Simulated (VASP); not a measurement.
InN (relaxed from the wurtzite structure, space group P6_3mc): computed properties

Calculation: PBEsol GGA, VASP's PBE PAW potentials (set 64) (plane waves; VASP).

| Property | Result |
|---|---|
| space group | P6_3mc (186) |
| cell | a = b = 3.5379 Å, c = 5.7167 Å, α = β = 90.00°, γ = 120.00° |
| volume per atom | 15.49 Å³/atom |
| band gap (over mesh and band path) | none (metal, semimetal or under 0.01 eV) |
| density | 6.90 g/cm³ |

```
CELL_PARAMETERS angstrom
      3.53786     0.00000     0.00000
     -1.76893     3.06388     0.00000
      0.00000     0.00000     5.71669
ATOMIC_POSITIONS crystal
  In 0.33333 0.66667 0.99811
  In 0.66667 0.33333 0.49811
  N  0.33333 0.66667 0.37689
  N  0.66667 0.33333 0.87689
```

Unless said otherwise, spin-orbit coupling is left out, though it shifts the bands of the heavy elements here.

The structure was generated: InN was put into the wurtzite type (P6_3mc), which need not be its known phase. It was relaxed first. Symmetry was kept, so distortions that lower it aren't found.
